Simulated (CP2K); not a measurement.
# MgO (Fm-3m) in CP2K: settings compared

Aim: see how the results for MgO move with the level of theory and the settings. Levels: PBE+D3, PBE+D3(BJ). Tasks: single point.

All numbers are computed with CP2K 2026.2; they aren't measurements. Logs are shortened: lines on timing, memory, paths and dates and some standing lists are left out, and cuts for length are marked.

**What was measured.**

“Electronic structure of alkaline earth and post-transition metal oxides”, 2009, arxiv:0908.1581 quotes, for a bulk crystal of MgO: band gap 7.83 eV.

The results are compared with them further down.

### 1 Starting point

Symmetry: Fm-3m, No. 225, cubic system. Conventional cell: a = 4.194 Å, b = 4.194 Å, c = 4.194 Å, α = 90.00°, β = 90.00°, γ = 90.00°. Around Mg (site symmetry m-3m) lie 6 O at 2.10 Å. O (site symmetry m-3m) is surrounded by 6 Mg at 2.10 Å.

The cell is a database's computed one.

### 2 Single point, PBE+D3

mgo_scf.inp reads:

```
&GLOBAL
  PROJECT mgo_scf
  RUN_TYPE ENERGY_FORCE
  PRINT_LEVEL LOW
&END GLOBAL
&FORCE_EVAL
  METHOD QS
  STRESS_TENSOR ANALYTICAL
  &DFT
    BASIS_SET_FILE_NAME BASIS_MOLOPT_UZH
    POTENTIAL_FILE_NAME POTENTIAL_UZH
    &MGRID
      CUTOFF 1400
      REL_CUTOFF 60
      NGRIDS 4
    &END MGRID
    &QS
      METHOD GPW
      EPS_DEFAULT 1.0E-9
    &END QS
    &KPOINTS
      SCHEME MONKHORST-PACK 11 11 11
      GAMMA_CENTERED T
      SYMMETRY T
      SYMMETRY_BACKEND SPGLIB
    &END KPOINTS
    &SCF
      SCF_GUESS ATOMIC
      EPS_SCF 1.0E-6
      MAX_SCF 100
      ADDED_MOS 10
      CHOLESKY OFF
      EPS_EIGVAL 1.0E-7
      &DIAGONALIZATION ON
        ALGORITHM STANDARD
      &END DIAGONALIZATION
      &MIXING ON
        METHOD BROYDEN_MIXING
        ALPHA 0.4
        BETA 1.5
        NBUFFER 8
      &END MIXING
      &SMEAR ON
        METHOD FERMI_DIRAC
        ELECTRONIC_TEMPERATURE [K] 580.226
      &END SMEAR
    &END SCF
    &XC
      &XC_FUNCTIONAL
        &GGA_X_PBE
        &END GGA_X_PBE
        &GGA_C_PBE
        &END GGA_C_PBE
      &END XC_FUNCTIONAL
      &VDW_POTENTIAL
        POTENTIAL_TYPE PAIR_POTENTIAL
        &PAIR_POTENTIAL
          TYPE DFTD3
          REFERENCE_FUNCTIONAL PBE
          PARAMETER_FILE_NAME dftd3.dat
          R_CUTOFF 20
        &END PAIR_POTENTIAL
      &END VDW_POTENTIAL
    &END XC
    &PRINT
      &KPOINTS ON
      &END KPOINTS
      &MULLIKEN ON
      &END MULLIKEN
      &MO ON
        ENERGIES T
        OCCUPATION_NUMBERS T
        &EACH
          QS_SCF 0
        &END EACH
        ADD_LAST NUMERIC
      &END MO
    &END PRINT
  &END DFT
  &SUBSYS
    &CELL
      A 2.9656078099 0.0000000000 0.0000000000
      B 1.4828039049 2.5682917010 0.0000000000
      C 1.4828039049 0.8560972337 2.4214086371
      PERIODIC XYZ
    &END CELL
    &COORD
      SCALED
      Mg  0.0000000000 0.0000000000 0.0000000000
      O   0.5000000000 0.5000000000 0.5000000000
    &END COORD
    &KIND Mg
      BASIS_SET TZVP-MOLOPT-PBE-GTH-q10
      POTENTIAL GTH-PBE-q10
    &END KIND
    &KIND O
      BASIS_SET TZVP-MOLOPT-PBE-GTH-q6
      POTENTIAL GTH-PBE-q6
    &END KIND
    &PRINT
      &ATOMIC_COORDINATES ON
      &END ATOMIC_COORDINATES
      &CELL ON
      &END CELL
    &END PRINT
  &END SUBSYS
  &PRINT
    &FORCES ON
    &END FORCES
    &STRESS_TENSOR ON
    &END STRESS_TENSOR
  &END PRINT
&END FORCE_EVAL
```

Potentials or basis: POTENTIAL_UZH Mg GTH-PBE-q10, O GTH-PBE-q6; TZVP-MOLOPT-PBE-GTH basis.

Run with:

```
OMP_NUM_THREADS=1 cp2k.psmp -i mgo_scf.inp -o mgo_scf.out
```

mgo_scf.out:

```text

 CP2K| version string:                                       CP2K version 2026.2
 CP2K| Input file name                                               mgo_scf.inp

 GLOBAL| Force Environment number                                              1
 GLOBAL| Basis set file name                                    BASIS_MOLOPT_UZH
 GLOBAL| Potential file name                                       POTENTIAL_UZH
 GLOBAL| MM Potential file name                                     MM_POTENTIAL
 GLOBAL| Coordinate file name                                      __STD_INPUT__
 GLOBAL| Method name                                                        CP2K
 GLOBAL| Project name                                                    mgo_scf
 GLOBAL| Run type                                                   ENERGY_FORCE
 GLOBAL| FFT library                                                       FFTW3
 GLOBAL| Diagonalization library                                       ScaLAPACK
 GLOBAL| Cholesky decomposition library                                ScaLAPACK
 GLOBAL| DGEMM library                                                      BLAS
 GLOBAL| Direct generalized diagonalization requested                          F
 GLOBAL| Matrix multiplication library                                 ScaLAPACK
 GLOBAL| Global print level                                                  LOW
 GLOBAL| Total number of message passing processes                             1
 GLOBAL| Number of threads for this process                                    1
 GLOBAL| CPU model name                                 Intel(R) Xeon(R) 6975P-C

 CELL| Volume [angstrom^3]:                                            18.442770
 CELL| Vector a [angstrom]:       2.966     0.000     0.000   |a| =     2.965608
 CELL| Vector b [angstrom]:       1.483     2.568     0.000   |b| =     2.965608
 CELL| Vector c [angstrom]:       1.483     0.856     2.421   |c| =     2.965608
 CELL| Angle (b,c), alpha [degree]:                                    60.000000
 CELL| Angle (a,c), beta  [degree]:                                    60.000000
 CELL| Angle (a,b), gamma [degree]:                                    60.000000
 CELL| Numerically orthorhombic:                                              NO
 CELL| Periodicity                                                           XYZ

 CELL_REF| Volume [angstrom^3]:                                        18.442770
 CELL_REF| Vector a [angstrom     2.966     0.000     0.000   |a| =     2.965608
 CELL_REF| Vector b [angstrom     1.483     2.568     0.000   |b| =     2.965608
 CELL_REF| Vector c [angstrom     1.483     0.856     2.421   |c| =     2.965608
 CELL_REF| Angle (b,c), alpha [degree]:                                60.000000
 CELL_REF| Angle (a,c), beta  [degree]:                                60.000000
 CELL_REF| Angle (a,b), gamma [degree]:                                60.000000
 CELL_REF| Numerically orthorhombic:                                          NO
 CELL_REF| Periodicity                                                       XYZ
[... 9 lines left out ...]
 TOTAL NUMBERS AND MAXIMUM NUMBERS

  Total number of            - Atomic kinds:                                   2
                             - Atoms:                                          2
                             - Shell sets:                                     2
                             - Shells:                                        13
                             - Primitive Cartesian functions:                 12
                             - Cartesian basis functions:                     28
                             - Spherical basis functions:                     27

  Maximum angular momentum of- Orbital basis functions:                        2
                             - Local part of the GTH pseudopotential:          2
                             - Non-local part of the GTH pseudopotential:      1

 MODULE QUICKSTEP: ATOMIC COORDINATES IN ANGSTROM

   Atom Kind Element         X             Y             Z       Z(eff)     Mass
      1    1 Mg   12      0.000000      0.000000      0.000000  10.0000  24.3050
      2    2 O     8      2.965608      1.712194      1.210704   6.0000  15.9994

 SCF PARAMETERS         Density guess:                                    ATOMIC
                        --------------------------------------------------------
                        max_scf:                                             100
[... 7 lines left out ...]
                        --------------------------------------------------------
                        level_shift [a.u.]:                             0.000000
                        added MOs                                        10    0
                        --------------------------------------------------------
                        Mixing method:                            BROYDEN_MIXING
                                                charge density mixing in g-space
                        --------------------------------------------------------
                        Smear method:                                FERMI_DIRAC
                        Electronic temperature [K]:                        580.2
                        Electronic temperature [a.u.]:                  1.84E-03
                        Accuracy threshold:                             1.00E-10
                        --------------------------------------------------------
                        No outer SCF

 *******************************************************************************
                                    Kpoints
 *******************************************************************************
 BRILLOUIN| K-point scheme                                        Monkhorst-Pack
 BRILLOUIN| K-Point grid                                            11   11   11
 BRILLOUIN| Gamma-centered k-point mesh                                     ON
 BRILLOUIN| K-point symmetry accuracy                               0.100000E-05
 BRILLOUIN| K-Point point group symmetrization                                ON
 BRILLOUIN| Symmetry backend                                             SPGLIB
 BRILLOUIN| Symmetry reduction method                                    SPGLIB
 BRILLOUIN| Wavefunction type                                            COMPLEX
 BRILLOUIN| List of Kpoints [2 Pi/Bohr]                                       56
 BRILLOUIN| Number           Weight            X              Y              Z
 BRILLOUIN|     1           0.00601       -0.45455       -0.45455       -0.45455
 BRILLOUIN|     2           0.01803       -0.45455       -0.45455       -0.36364
 BRILLOUIN|     3           0.01803       -0.45455       -0.45455       -0.27273
 BRILLOUIN|     4           0.01803       -0.45455       -0.45455       -0.18182
 BRILLOUIN|     5           0.01803       -0.45455       -0.45455       -0.09091
 BRILLOUIN|     6           0.00451       -0.45455       -0.45455        0.00000
[... 32 lines left out ...]
 BRILLOUIN|    39           0.01803       -0.36364       -0.27273       -0.27273
 BRILLOUIN|    40           0.03606       -0.36364       -0.27273       -0.18182
 [... further k-points ...]
 *******************************************************************************

 Extrapolation method: initial_guess

 Number of electrons:                                                         16
 Number of occupied orbitals:                                                  8
 Number of molecular orbitals:                                                18

 Number of orbital functions:                                                 27
 Number of independent orbital functions:                                     27

 SCF WAVEFUNCTION OPTIMIZATION

  Step     Update method      Time    Convergence         Total energy    Change
  ------------------------------------------------------------------------------
     1 NoMix/Diag. 0.40E+00    2.6     1.07987419       -79.8057439231 -7.98E+01
     2 Broy./Diag. 0.40E+00    2.8     0.11659614       -77.9694030825  1.84E+00
     3 Broy./Diag. 0.40E+00    2.9     0.08273362       -79.1488256187 -1.18E+00
     4 Broy./Diag. 0.40E+00    2.8     0.06924061       -79.5371036133 -3.88E-01
     5 Broy./Diag. 0.40E+00    2.8     0.01877621       -79.4927287357  4.44E-02
     6 Broy./Diag. 0.40E+00    2.8     0.00435873       -79.5106126758 -1.79E-02
     7 Broy./Diag. 0.40E+00    2.8     0.00058010       -79.4958643996  1.47E-02
     8 Broy./Diag. 0.40E+00    2.8     0.00146151       -79.4969065761 -1.04E-03
     9 Broy./Diag. 0.40E+00    3.0     0.00093125       -79.4967409127  1.66E-04
    10 Broy./Diag. 0.40E+00    2.8     0.00010917       -79.4959650743  7.76E-04
    11 Broy./Diag. 0.40E+00    2.8     0.00000915       -79.4960304149 -6.53E-05
    12 Broy./Diag. 0.40E+00    2.8     0.00000122       -79.4960582805 -2.79E-05
    13 Broy./Diag. 0.40E+00    2.9     0.00000213       -79.4960570931  1.19E-06
    14 Broy./Diag. 0.40E+00    2.8     0.00000002       -79.4960569892  1.04E-07

  *** SCF run converged in    14 steps ***

  Electronic density on regular grids:        -15.9999998356        0.0000001644
  Core density on regular grids:               15.9999999981       -0.0000000019
  Total charge density on r-space grids:        0.0000001626
  Total charge density g-space grids:           0.0000001626

  Overlap energy of the core charge distribution:               0.00000000000000
  Self energy of the core charge distribution:               -187.94234413925506
  Core Hamiltonian energy:                                     55.40283371995982
  Hartree energy:                                              65.34668760544658
  Exchange-correlation energy:                                -12.28767158346295
  Dispersion energy:                                           -0.01556259189042
  Electronic entropic energy:                                  -0.00000000000000
  Fermi energy:                                                 0.33000642613729

  Total energy:                                               -79.49605698920205
  Total energy (extrapolated to T->0):                        -79.49605698920205

 MO| EIGENVALUES AND OCCUPATION NUMBERS FOR K POINT 1
 MO|
 MO|  Index      Eigenvalue [a.u.]        Eigenvalue [eV]             Occupation
 MO|      1              -2.405053             -65.444809               2.000000
 MO|      2              -1.186192             -32.277928               2.000000
 MO|      3              -1.183293             -32.199029               2.000000
 MO|      4              -1.183293             -32.199029               2.000000
 MO|      5              -0.329537              -8.967149               2.000000
 MO|      6               0.090368               2.459049               2.000000
[... 10 lines left out ...]
 MO|     17               2.027096              55.160089               0.000000
 MO|     18               2.027096              55.160089               0.000000
[... 311 lines left out ...]
 MO|      5              -0.332218              -9.040125               2.000000
 MO|      6               0.127282               3.463521               2.000000
[... 10 lines left out ...]
 MO|     17               2.016402              54.869081               0.000000
 MO|     18               2.135276              58.103826               0.000000
 MO| Sum:                                                              16.000000
 MO| E(Fermi):            0.330006 a.u.          8.979932 eV
 MO| Band gap:            0.392966 a.u.         10.693151 eV

 [... the levels of further k-points ...]

 !-----------------------------------------------------------------------------!
                     Mulliken Population Analysis

 #  Atom  Element  Kind  Atomic population                           Net charge
       1     Mg       1          8.011395                              1.988605
       2     O        2          7.988605                             -1.988605
 # Total charge                             16.000000                 -0.000000

 !-----------------------------------------------------------------------------!

 ENERGY| Total FORCE_EVAL ( QS ) energy [hartree]            -79.496056901140378

 FORCES| Atomic forces [hartree/bohr]
 FORCES|   Atom     x               y               z               |f|
 FORCES|      1 -4.31008399E-14 -1.15537833E-14  5.30743987E-14   6.93402055E-14
 FORCES|      2 -8.82995740E-15 -3.63941563E-15  2.17729798E-14   2.37755366E-14
 FORCES| Sum    -5.19307973E-14 -1.51931989E-14  7.48473785E-14
 FORCES| Total atomic force                                       9.23567597E-14

 STRESS| Analytical stress tensor [bar]
 STRESS|                        x                   y                   z
 STRESS|      x        6.42208519863E+04   7.47752350815E+01   5.30546662867E+01
 STRESS|      y        7.47752350815E+01   6.41409993108E+04   3.02795969253E+01
 STRESS|      z        5.30546662867E+01   3.02795969253E+01   6.41157971496E+04
 STRESS| 1/3 Trace                                             6.41592161489E+04
 STRESS| Determinant                                           2.64104528611E+14

 STRESS| Eigenvectors and eigenvalues of the analytical stress tensor [bar]
 STRESS|                        1                   2                   3
 STRESS| Eigenvalues   6.40934877979E+04   6.40967344023E+04   6.42874262465E+04
 STRESS|      x          -0.476725862801     -0.343486141845      0.809166065834
 STRESS|      y           0.205596352942      0.851400329654      0.482542866823
 STRESS|      z           0.854671042796     -0.396402256584      0.335265058694
```

It took 45 s on 1 thread of Intel Xeon 6975P-C (Granite Rapids), shared host; peak memory 0.47 GiB.

Results:

| Item | Value |
| --- | --- |
| Free energy | -2163.1977 eV |
| Pressure | 6.4 GPa |
| Band gap on the k mesh | 4.82 eV, direct |
| Mulliken charges | Mg +1.99; O -1.99 e |

Caveat: Mulliken charges move with the basis; the basis of atomic orbitals isn't converged, which shifts pressures, moduli and gaps.

### 3 Single point, PBE+D3(BJ)

Changes to mgo_scf.inp since step 2:

```diff
@@ -57,3 +57,3 @@
         &PAIR_POTENTIAL
-          TYPE DFTD3
+          TYPE DFTD3(BJ)
           REFERENCE_FUNCTIONAL PBE
```

Potentials or basis: POTENTIAL_UZH Mg GTH-PBE-q10, O GTH-PBE-q6; TZVP-MOLOPT-PBE-GTH basis.

Run with:

```
OMP_NUM_THREADS=1 cp2k.psmp -i mgo_scf.inp -o mgo_scf.out
```

Run time: 45 s. Hardware: 1 thread of Intel Xeon 6975P-C (Granite Rapids), shared host; peak memory 0.47 GiB.

Results (log left out):

| Quantity | Value |
| --- | --- |
| Free energy | -2163.3682 eV |
| Pressure | 5.6 GPa |
| Band gap on the k mesh | 4.82 eV, direct |
| Mulliken charges | Mg +1.99; O -1.99 e |

Levels at points of the mesh, in eV from the valence-band top:
| k point | band 5 | band 6 | band 7 | band 8 | band 9 | band 10 | band 11 | band 12 |
| --- | --- | --- | --- | --- | --- | --- | --- | --- |
| (0.00, 0.00, 0.00) | -17.33 | 0.00 | 0.00 | 0.00 | 4.82 | 24.91 | 24.91 | 24.91 |

Caveat: Mulliken charges move with the basis; the basis of atomic orbitals isn't converged, which shifts pressures, moduli and gaps.

### 4 Against experiment

Step 2. A measured gap of MgO is 7.83 eV (quoted in “Electronic structure of alkaline earth and post-transition metal oxides”, 2009, arxiv:0908.1581); the calculated 4.82 eV misses it by -3.01 eV. The value is that of PBE+D3 in an atomic basis (POTENTIAL_UZH Mg GTH-PBE-q10, O GTH-PBE-q6; TZVP-MOLOPT-PBE-GTH basis), whose error adds to the functional's,, without temperature or zero-point motion. Semilocal functionals fall short of measured gaps as a rule. The cell is a database's relaxed one, not the measured one, which moves gaps too.

Step 3. Measured gap of MgO: 7.83 eV (quoted in “Electronic structure of alkaline earth and post-transition metal oxides”, 2009, arxiv:0908.1581). This calculation gives 4.82 eV (-3.01 eV). The value is that of PBE+D3(BJ) in an atomic basis (POTENTIAL_UZH Mg GTH-PBE-q10, O GTH-PBE-q6; TZVP-MOLOPT-PBE-GTH basis), whose error adds to the functional's,, without temperature or zero-point motion. Semilocal functionals fall short of measured gaps as a rule. The cell is a database's relaxed one, not the measured one, which moves gaps too.
